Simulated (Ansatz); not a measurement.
The following input was run with Ansatz 0.2.0.

```yaml
crystal:
  lattice:
    - [0.0849450896, 2.2464778134, 2.2412262544]
    - [2.163821865, 0.0639837386, 2.2621876054]
    - [2.1921668182, 2.2957841178, 0.0356387853]
  atoms:
    - { symbol: Mg, position: [0.0, 0.0, 0.0] }
basis:
  ecutwfc: 420
kpoints:
  mp_grid: { grid: [14, 14, 14] }
hamiltonian:
  xc: pbe
scf:
  occupations: { method: gaussian, width: 0.1 }
output:
  forces: true
  stress: true
  eigenvalues: true
```

Launched with
```bash
ansatz run input.yaml --threads 1 --pin off --max-ram 1331MiB --backend cpu --events-out ev --progress --plain --runs-dir out
```

All numbers below come from DFT PBE, scalar-relativistic, plane waves, PAW (Ansatz 0.2.0).

Part of what the program printed, abridged (final results; tables in files aren't shown):

```
SCF 1 converged in 6 iterations: F = -1923.766212 eV  dr2 = 2.26e-10
SCF converged after 6 iterations
Free energy (F): -1923.766212 eV
Harris-Foulkes:  -1923.766212 eV  (|F-HF|=6.82e-11)
Internal energy: -1923.764113 eV  (E = F + TS)
E sigma→0 (E₀):  -1923.765163 eV
Entropy (-TS):   -0.002099 eV (-2.099 meV/atom)
Fermi energy:    6.254797 eV
--- Per-component energies (eV) ---
  E_band       = -350.647680
  E_kinetic    = 75.346339
  E_local      = -1592.079526  (includes V_loc(G=0)·N_el)
  E_nonlocal   = 95.748337
  E_hartree    = 567.626932
  E_xc         = -28.719279
  E_vxc        = -37.063556  (∫ρ·V_xc dr)
  E_paw        = -292.334709  (= ΣΔE_a)
  E_vpaw       = -27.852948  (= ΣTr[D̂ρ^β])
  E_aug_tail   = -0.000003  (compensation charges beyond the density's cutoff)
  E_ewald      = -749.352203
  E_smearing   = -0.002099  (= −TS)
--- Forces (eV/Å), atoms counted from 1 ---
  atom   1  Mg     0.00000000     0.00000000     0.00000000
--- Stress (GPa, compression-positive) ---
        3.871036      -1.790490      -0.828150
       -1.790490       3.290043      -0.133401
       -0.828150      -0.133401       3.231765
  P = ⅓ Tr σ = 3.4643 GPa (34.643 kbar)
--- Band table (eV; the first three rows and the last of 1376) ---
  k-point 0: bands = ["-69.6219", "-36.3579", "-36.3520", "-36.3502", "-0.9828", "18.2599", "19.0157", "19.9584", "20.1543"]
  k-point 1: bands = ["-69.6217", "-36.3589", "-36.3533", "-36.3505", "-0.8646", "17.1121", "18.2310", "19.6704", "20.4912"]
  k-point 2: bands = ["-69.6212", "-36.3631", "-36.3556", "-36.3515", "-0.5111", "14.7444", "17.7475", "19.2645", "20.8218"]
  k-point 1375: bands = ["-69.6186", "-36.3942", "-36.3575", "-36.3553", "4.2237", "4.5847", "17.6517", "18.9624", "19.0320"]
```

Self-consistency was reached.